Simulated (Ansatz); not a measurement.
Write a Python script for Ansatz's Python interface that makes Wannier functions of the valence bands of K2S, space group Fm-3m. Level of theory: r2SCAN, PAW, cutoff 550 eV, 4×4×4 k-points, fixed occupations.

Contents of `k2s.cif`:
```cif
data_K2S
_cell_length_a 5.226226
_cell_length_b 5.226226
_cell_length_c 5.226226
_cell_angle_alpha 60.00000
_cell_angle_beta 60.00000
_cell_angle_gamma 60.00000
_symmetry_space_group_name_H-M 'P 1'
_symmetry_Int_Tables_number 1
loop_
_symmetry_equiv_pos_as_xyz
'x, y, z'
loop_
_atom_site_label
_atom_site_type_symbol
_atom_site_fract_x
_atom_site_fract_y
_atom_site_fract_z
K1 K    0.250000    0.250000    0.250000
K2 K    0.750000    0.750000    0.750000
S3 S    0.000000    0.000000    0.000000
```

The script, `wannier_k2s.py`:
```python
"""Localising the top valence bands of K2S."""

from pathlib import Path

import ansatz as az
from ase.io import read
import tomllib

config = {
    "ecut": 550,
    "tolerance": 1e-08,
    "filling": "fixed",
}

atoms = read("k2s.cif")
xtal = az.Crystal.from_ase(atoms)

calculation = (
    xtal.calculation()
    .basis(config["ecut"])
    .scf(tolerance=config["tolerance"])
    .functional(az.Functional.R2SCAN)
    .kpoints(4)
    .occupations(config["filling"])
    .wannier(mesh=(4, 4, 4), projections=[az.TrialShell("S", "p")], minimise=True)
)
done = calculation.run(threads=1, runs_dir="w90")
spreads = tomllib.loads(Path(done.output_folder, "results", "wannier.spreads.toml").read_text())
print("converged:", spreads["converged"], "in", spreads["n_iter"], "steps; least projectability", round(spreads["least_projectability"], 3))
print("invariant, diagonal, off-diagonal spread (A^2):", *(round(spreads[k], 4) for k in ("omega_i_ang2", "omega_d_ang2", "omega_od_ang2")))
for function in spreads["wannier"]:
    print("centre", [round(v, 3) for v in function["r"]], "spread", round(function["spread"], 4))
```

Running `python wannier_k2s.py` prints:
```text
converged: True in 19 steps; least projectability 0.925
invariant, diagonal, off-diagonal spread (A^2): 6.304 0.0 0.0379
centre [-0.0, -0.0, -0.0] spread 2.114
centre [-0.0, 0.0, 0.0] spread 2.114
centre [0.0, 0.0, 0.0] spread 2.114
```

The structure is a deposited one; some such entries were measured under pressure or heat, so a shift against it needn't be the functional's error alone. Wall time of the script: 7.1 s on 1 thread of Arm Neoverse V1 (shared host), peak memory 0.6 GiB.
